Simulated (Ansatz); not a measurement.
# Sb (R-3m) in Ansatz: single point with PBEsol

Aim: the single point of Sb with PBEsol.

Program: Ansatz 0.2.0. These are calculated values, not measurements. Logs are shortened: lines on timing, memory, paths and dates and some standing lists are left out, and cuts for length are marked.

### 1 The crystal as given

It takes space group R-3m (No. 166, trigonal). The conventional cell has a = 4.308 Å, b = 4.308 Å, c = 11.274 Å, α = 90.00°, β = 90.00°, γ = 120.00°. Sb (site symmetry 3m) has 3 Sb at 2.91 Å as nearest neighbours.

### 2 Single point, PBEsol

input.yaml

```yaml
crystal:
  lattice:
    - [2.1542, 1.2437279499, 3.758]
    - [-2.1542, 1.2437279499, 3.758]
    - [0.0, -2.4874558998, 3.758]
  atoms:
    - { symbol: Sb, position: [0.76651, 0.76651, 0.76651] }
    - { symbol: Sb, position: [0.23349, 0.23349, 0.23349] }
kpoints:
  mp_grid: { grid: [6, 6, 6] }
scf:
  occupations: { method: fermi_dirac, width: 0.05 }
hamiltonian:
  xc: pbesol
  pseudopotentials: { kind: all_electron, datasets: crystal }
output:
  forces: true
  stress: true
  eigenvalues: true
```

Potentials or basis: all-electron PAW datasets made for the crystal.

Started as:

```console
$ ansatz run input.yaml --threads 2 --pin off --max-ram 8192MiB --backend cpu --events-out ev --progress --plain --runs-dir out
```

The program printed:

```text
Warning: RAYON_NUM_THREADS=2 ignored (pool sized by the plan → 2); use --threads N
hamiltonian.pseudopotentials.datasets: crystal makes datasets for this crystal and solves the spheres of its atoms anew in each pass: cutoff 140.0 eV, the density's 700.0 eV; for an error of 0.50 meV an atom under PBE, 1.0 meV for the cell; an energy difference from a run of another recipe may be off by several times the error for the cell, under r2SCAN by more, where some 0.1 meV an atom stays at smaller errors; Sb in spheres of 1.376 Å, 5 of its electrons in bands, 10 on its site; only band paths and densities of states list, in semicore columns, the levels of the semicore shells that are solved separately: 4d of Sb
Engine: ansatz 0.2.0, x86_64-unknown-linux-gnu
Pseudopotentials: kind: all_electron
Pseudopotential: Sb, paw, valence charge 15, recommended cutoff 140 eV (normal), crystal/all_electron/pbesol/scalar/gaussian/Sb, Koelling and Harmon's equation, gaussian nucleus
Functional definition: PBEsol
  exchange = pbesol_x
  correlation = pbesol_c
Crystal: 2 atoms, lattice volume = 60.411 Å³
Basis set: ecut = 140 eV, 223 PW (Γ), exchange–correlation on 40×40×40 points (8 copies of the dense FFT grid, shifted against one another)
Bands: 9, of which v1, the nominal top of the filled ones, is band 5 counted from 1 (4 counted from 0)
Symmetry: 12 space group operations
Space group: R-3m (ITA 166), of the structure as read, at distance tolerance 3.9e-5 Å
k-points: 32 of 216
Non-local potential: Sb, projectors of the file, l = 0: 1, l = 1: 1
PAW form: soft (Blöchl's): semilocal exchange-correlation on the pseudo side does not see the compensation charge
PAW one-centre angular grid: Sb, 110 points (default); XC on its mesh's 1863 points in the sphere
Initial density: superposition of atomic densities (neutral atoms: chi_scale 0, normalization atom)
Initial wavefunctions: pseudopotential atomic-orbital guess
Functional: x = pbesol(κ = 0.804, μ = 0.12345679012345678), c = pbesol(β = 0.046)
iter 1 solved again at ethr=1.77e-3 eV; its pass at ethr=1.00e-1 eV (dr2=1.77e-1 eV) is discarded
SCF iter   1: F=—  HF=-352583.663118 eV  |F-HF|=—  |Δ(HF+E_count)|=         —  Δρ=1.49e-2  dr2=1.08e-1  ethr=1.77e-3  ⟨swp⟩=5.7  Hψ=2199  notcnv=0
preconditioner: auto → none  [insulator: Δε(μ)=0.276 eV  Ē_g=8.672 eV  σ=0.050 eV  W_gap=0.55  n_scr=14 (ndim 8)  ℏωp=15.1 eV  f_vac=0.000  D(μ)=0.34/eV (n_scr^D=0)  ε∞_Penn≈4.0]
SCF iter   2: F=—  HF=-352583.647831 eV  |F-HF|=—  |Δ(HF+E_count)|=   1.53e-2  Δρ=7.00e-3  dr2=2.28e-2  ethr=1.08e-3  ⟨swp⟩=3.2  Hψ=644  notcnv=0  defer=6
iter 3 solved again at ethr=3.95e-6 eV; its pass at ethr=2.28e-4 eV (dr2=3.95e-4 eV) is discarded
SCF iter   3: F=—  HF=-352583.642102 eV  |F-HF|=—  |Δ(HF+E_count)|=   5.73e-3  Δρ=6.81e-4  dr2=3.81e-4  ethr=3.95e-6  ⟨swp⟩=2.3  Hψ=1400  notcnv=0  defer=2
SCF iter   4: F=—  HF=-352583.641896 eV  |F-HF|=—  |Δ(HF+E_count)|=   2.05e-4  Δρ=4.15e-4  dr2=1.78e-4  ethr=3.81e-6  ⟨swp⟩=3.0  Hψ=613  notcnv=0
SCF iter   5: F=—  HF=-352583.641813 eV  |F-HF|=—  |Δ(HF+E_count)|=   8.37e-5  Δρ=7.27e-5  dr2=3.12e-6  ethr=1.78e-6  ⟨swp⟩=2.0  Hψ=463  notcnv=0
SCF iter   6: F=—  HF=-352583.641808 eV  |F-HF|=—  |Δ(HF+E_count)|=   4.76e-6  Δρ=1.18e-5  dr2=4.82e-8  ethr=3.12e-8  ⟨swp⟩=3.0  Hψ=593  notcnv=0
SCF iter   7: F=-352583.641808 eV  HF=-352583.641808 eV  |F-HF|=6.93e-9  |Δ(HF+E_count)|=   2.59e-7  Δρ=2.88e-6  dr2=3.79e-9  ethr=4.82e-10  ⟨swp⟩=3.0  Hψ=628  notcnv=0
SCF 1 converged in 7 iterations: F = -352583.641805 eV  dr2 = 3.79e-9
  Residual-converged pass: ⟨swp⟩=2.8  Hψ=484  notcnv=0  max |occ|·‖R‖ = 5.2e-6 eV (tolerance 5.3e-6 eV)  dr2=4.01e-9  dr2_onsite=1.32e-8  max |Δocc| = 1.0e-9
SCF converged after 7 iterations
Free energy (F): -352583.641805 eV
Harris-Foulkes:  -352583.641805 eV  (|F-HF|=6.93e-9)
Internal energy: -352583.639055 eV  (E = F + TS)
E sigma→0 (E₀):  -352583.640430 eV
Entropy (-TS):   -0.002749 eV (-1.375 meV/atom)
Past the cutoff: the bands carry plane waves up to 1.75 times it, of which those up to 1.5 times it add -0.000154 eV an atom, each by itself; the spheres take 0.000147 eV an atom off the energy for waves past 1.75 times it
By the cutoff:   a pressure is off by up to 0.005 GPa (1.2 times the spheres' own share and the shells' term, over an atom's volume, and 0.004 GPa: a bound that held against runs at twice the plane waves)
Past the cutoffs: a stress includes 0.0010 GPa for waves and charges beyond them, in addition to the slope of what the spheres take
In the spheres:  the bands' charges fall short by 4.2e-7 e at most (sound up to 1e-3), those of shells solved beside the bands by 6.2e-7 e (sound up to 5e-4)
Fermi energy:    12.602506 eV
--- Per-component energies (eV) ---
  E_band       = 70.636419
  E_kinetic    = 106.175118
  E_local      = -2364.239001  (includes V_loc(G=0)·N_el)
  E_nonlocal   = 17.224488
  E_hartree    = 1126.356657
  E_xc         = -161.131878
  E_vxc        = -172.534388  (∫ρ·V_xc dr)
  E_paw        = -356645.464912  (= ΣΔE_a)
  E_vpaw       = -8041.014392  (= ΣTr[D̂ρ^β])
  E_ewald      = -2934.870052
  E_smearing   = -0.002749  (= −TS)
  E_closure    = 8272.310524  (closes the sum)
  Σ components = -352583.641805   (vs F -352583.641805, Δ=0.00e0)
  The terms above E_closure are by the made datasets' own strengths, without shells solved beside the bands.
--- Forces (eV/Å), atoms counted from 1 ---
  atom   1  Sb    -0.00000000     0.00000000    -0.01787773
  atom   2  Sb    -0.00000000    -0.00000000     0.01787773
  max |Σ_I F_I| component: 2.78e-17 eV/Å
--- Stress (GPa, compression-positive) ---
        0.178053       0.000000       0.000000
        0.000000       0.178053       0.000000
       -0.000000       0.000000      -0.090018
  P = ⅓ Tr σ = 0.0887 GPa (0.887 kbar)
  It holds what live shells' own plane waves past their cutoff add
--- Band table (eV; the first three rows and the last of 32) ---
  k-point 0: bands = ["-0.1645", "7.7247", "10.5065", "10.7866", "10.7866", "14.6534", "15.2667", "15.2667", "17.6885"]
  k-point 1: bands = ["0.1421", "6.5618", "10.5505", "10.7218", "11.1959", "14.3553", "14.5471", "14.5978", "17.0898"]
  k-point 2: bands = ["1.0429", "4.5228", "10.6238", "10.6506", "11.7221", "13.2418", "13.3146", "13.5165", "18.1955"]
  k-point 31: bands = ["1.3833", "3.5537", "11.2720", "11.2720", "12.0789", "12.6956", "12.6956", "13.6466", "19.5300"]
  guard bands above this table: 0 of the run's 9 bands, where the rule asks 2: the bands that hold charge and the lowest empty level above them stay in the table. A level can be missing at the table's top as with no guard band: raise scf.n_extra_bands
```

Wall time 3 s (2 threads of AMD EPYC 7R43 (Zen 3), shared host); peak memory 0.38 GiB.

Results:

- Free energy: -352583.6418 eV
- Pressure: 0.1 GPa
- Largest force: 0.018 eV/Å
- Band gap on the k mesh: none (metal or under the smearing width)

Forces on the atoms (eV/Å):
```
Sb   0.000  0.000 -0.018
Sb   0.000  0.000  0.018
```

Stress tensor (GPa, compression positive):
```
 0.18  0.00  0.00
 0.00  0.18  0.00
 0.00  0.00 -0.09
```

Levels at points of the mesh, in eV from the Fermi level:
| k point | band 2 | band 3 | band 4 | band 5 | band 6 | band 7 | band 8 | band 9 |
| --- | --- | --- | --- | --- | --- | --- | --- | --- |
| (0.00, 0.00, 0.00) | -4.88 | -2.10 | -1.82 | -1.82 | 2.05 | 2.66 | 2.66 | 5.09 |
| (0.00, 0.00, -0.50) | -9.68 | -1.95 | -1.86 | -0.34 | -0.26 | 0.12 | 0.45 | 7.49 |
| (0.00, -0.50, -0.50) | -8.04 | -5.49 | -3.79 | -3.69 | 1.46 | 4.90 | 5.46 | 6.89 |
| (-0.50, -0.50, -0.50) | -9.05 | -1.33 | -1.33 | -0.52 | 0.09 | 0.09 | 1.04 | 6.93 |

Caveat: the k mesh is thin for a metal, which can move the energy by tens of meV per atom. Spin-orbit coupling is left out, which matters for the levels of Sb.
